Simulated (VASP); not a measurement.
Set up this calculation in VASP 6.6.1, as the native input.

| Property | Result |
| --- | --- |
| Task | single point |
| Functional | PBE |
| Potentials or basis | VASP PAW PBE potentials, release 64 (V_sv) |
| Cutoff | 520 eV |
| k mesh | 5 × 5 × 5 |
| Occupations | fermi-dirac, width 0.1 eV |
| Spin | no spin polarisation |
| Dipole correction | no |
| Further INCAR settings | ALGO = Normal; EDIFF = 1e-07; NBANDS = 20 |

The structure of V lies in POSCAR:

```
V
1.0
    0.0000000000      2.6568089625      2.6568089625
    2.6568089625      0.0000000000      2.6568089625
    2.6568089625      2.6568089625      0.0000000000
V
2
Direct
    0.1250000000      0.1250000000      0.1250000000
    0.8750000000      0.8750000000      0.8750000000
```

This isn't the form of V at room conditions, which is bcc.

These files were run (other wordings do the same):

INCAR

```
PREC = Accurate
ENCUT = 520
EDIFF = 1E-7
ISMEAR = -1
SIGMA = 0.1
LREAL = F
LASPH = T
NELM = 100
ALGO = Normal
ISIF = 2
LWAVE = F
LCHARG = F
GGA = PE
NBANDS = 20
```

KPOINTS

```
Automatic mesh
0
Gamma
  5 5 5
```

Potentials or basis: VASP PAW PBE potentials, release 64 (V_sv).

Command:

```bash
$ cat potpaw_PBE.64/V_sv/POTCAR > POTCAR
$ mpirun -np 1 vasp_std > vasp.out
```

It gave:

- Pressure: 0.7 GPa
- Band gap on the k mesh: none (metal or under the smearing width)

Caveat: the k mesh is coarse (spacing up to 0.41 Å⁻¹), so the values aren't converged.

Run time: 15 s on 1 thread of AMD EPYC 7R13 Processor (Zen 3) (shared host), peak memory 0.11 GiB.
